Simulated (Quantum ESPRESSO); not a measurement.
**GaSb in Quantum ESPRESSO: convergence with k mesh**

Crystal: GaSb.

```
Sb Ga
1.0
    -2.75343    2.75343    1.59071
     2.75343   -2.75343    1.59071
     2.75343    2.75343   -1.59071
Sb Ga
1 1
Cartesian
  0.0000 0.0000 0.0000
  0.0000 2.7534 0.7954
```

Measurements of this composition are mostly on another form, of space group No. 216.

| Item | Value |
| --- | --- |
| Program | Quantum ESPRESSO 7.5 |
| Task | single point |
| Functional | LDA |
| Potentials or basis | PseudoDojo 0.4.1 SR LDA standard |
| Cutoff | 1143 eV |
| Density cutoff | 4572 eV |
| k mesh | 2 × 2 × 2 |
| Occupations | fermi-dirac, width 0.1 eV |
| Spin | no spin polarisation |

These are the settings of the first run; the series varies k mesh, with any setting tied to it.

Hardware: 1 thread of Arm Neoverse V2, on a shared host.

Q: The values tried are 2 × 2 × 2, 3 × 3 × 3, 4 × 4 × 4, 6 × 6 × 6, 8 × 8 × 8, 9 × 9 × 9, 10 × 10 × 10, 12 × 12 × 12, 14 × 14 × 14, loosest first. From which on does the pressure stay within 0.1 GPa of the tightest run that finished?

A: From 8 × 8 × 8 on.

```tsv
k mesh	energy less the tightest run, at zero smearing (meV/atom)	pressure (GPa)	SCF cycles	CPU time (s)	peak memory (GiB)
2 × 2 × 2	-152.81	-2.54	8	4.9	0.06
3 × 3 × 3	-4.94	-4.66	8	6.7	0.07
4 × 4 × 4	1.82	-5.25	8	15	0.07
6 × 6 × 6	11.97	-4.00	8	33	0.1
8 × 8 × 8	-5.17	-4.27	8	64	0.14
9 × 9 × 9	3.87	-4.35	8	79	0.16
10 × 10 × 10	-1.51	-4.29	8	110	0.19
12 × 12 × 12	0.16	-4.19	8	180	0.28
14 × 14 × 14	0.00	-4.26	8	270	0.39
```

Against the tightest run, the energy stays within 1 meV/atom from 12 × 12 × 12 on. Meshes of other sizes hit other points, so gaps and Fermi surfaces needn't settle smoothly. The tightest run that finished is the yardstick and may itself not be fully converged.

Spin-orbit coupling is left out, which matters for the levels of Sb.
